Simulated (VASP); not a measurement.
A run of VASP 6.6.1 is set up as follows.

Contents of POSCAR:

```
Sb
1.0
    3.0875323681      0.0000000000      0.0000000000
    0.0000000000      3.0875323681      0.0000000000
    0.0000000000      0.0000000000      3.0875323681
Sb
1
Direct
    0.0000000000      0.0000000000      0.0000000000
```

File INCAR.step1:

```
ALGO = Normal ; EDIFF = 1E-4
ENCUT = 520 ; GGA = PE
ISMEAR = 0 ; LASPH = T
LCHARG = F ; LREAL = F
LWAVE = T ; NBANDS = 8
NELM = 100 ; PREC = Accurate
SIGMA = 0.1
```

Contents of INCAR.step2:

```
ALGO = Normal ; EDIFF = 1E-6
ENCUT = 520 ; ISIF = 2
ISMEAR = 0 ; ISTART = 1
LASPH = T ; LCHARG = T
LELF = T ; LMIXTAU = T
LREAL = F ; LVHAR = T
LWAVE = F ; METAGGA = R2SCAN
NBANDS = 8 ; NELM = 100
PREC = Accurate ; SIGMA = 0.1
```

KPOINTS

```
k-points
0
Gamma
  14 14 14
```

Potentials or basis: VASP PAW PBE potentials, release 64 (Sb).

The run is started by

```bash
$ cat potpaw_PBE.64/Sb/POTCAR > POTCAR
$ cp INCAR.step1 INCAR
$ mpirun -np 1 vasp_std > vasp.out
$ cp INCAR.step2 INCAR
$ mpirun -np 1 vasp_std > vasp.out
```

(1) Estimate the pressure.

(2) What does it give for the band gap on the k mesh?

Answers

(1) 0.0 GPa.

(2) none (metal or under the smearing width).

Caveat: the PAW data sets were made with another functional, which shifts forces and pressure a little.
